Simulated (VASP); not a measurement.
Input of a VASP 6.6.1 run:

The input INCAR:

```
SYSTEM = VSi2
  PREC = Accurate
  ENCUT = 600
  EDIFF = 1E-7
  ISMEAR = 0
  SIGMA = 0.1
  LREAL = .False.
  LASPH = .True.
  NELM = 80
  ALGO = Normal
  ISIF = 3
  LWAVE = .False.
  LCHARG = .False.
  GGA = RP
  IBRION = 2
  NSW = 90
  EDIFFG = -0.005
```

The input KPOINTS:

```
regular mesh
0
Gamma
  9 9 6
  0 0 0
```

File POSCAR:

```
VSi2
1.0
    4.5347995800      0.0000000000      0.0000000000
   -2.2673997900      3.9272516400      0.0000000000
    0.0000000000      0.0000000000      6.3189006300
V Si
3 6
Direct
    0.0000000000      0.5000000000      0.1666666700
    0.5000000000      0.5000000000      0.8333333300
    0.5000000000      0.0000000000      0.5000000000
    0.8375067800      0.6750135500      0.5000000000
    0.1624932300      0.8375067800      0.8333333300
    0.6750135500      0.8375067800      0.1666666700
    0.1624932200      0.3249864500      0.5000000000
    0.8375067800      0.1624932200      0.8333333300
    0.3249864500      0.1624932300      0.1666666700
```

Potentials or basis: VASP PAW PBE potentials, release 64 (V_sv, Si).

The run is started by

```console
$ cat potpaw_PBE.64/V_sv/POTCAR potpaw_PBE.64/Si/POTCAR > POTCAR
$ mpirun -np 1 vasp_std > vasp.out
```

Problem. Predict the band gap on the k mesh.

Solution. None (metal or under the smearing width).

Problem. Estimate the space group after relaxing (to 0.05 Å).

Solution. P6_222 (No. 180).

The path:
```tsv
step	energy change (eV)	largest force (eV/Å)	pressure (GPa)	volume (Å³)
1	0.0000	0.0370	6.63	112.54
2	0.0045	0.0299	-5.90	121.18
3	-0.0831	0.0006	0.00	116.68
4	-0.0831	0.0012	0.12	116.60
5	-0.0833	0.0018	0.09	116.63
6	-0.0833	0.0017	0.10	116.63
7	-0.0833	0.0013	-0.07	116.75
8	-0.0833	0.0015	0.01	116.69
```

Caveat: the PAW data sets were made with another functional, which shifts forces and pressure a little.
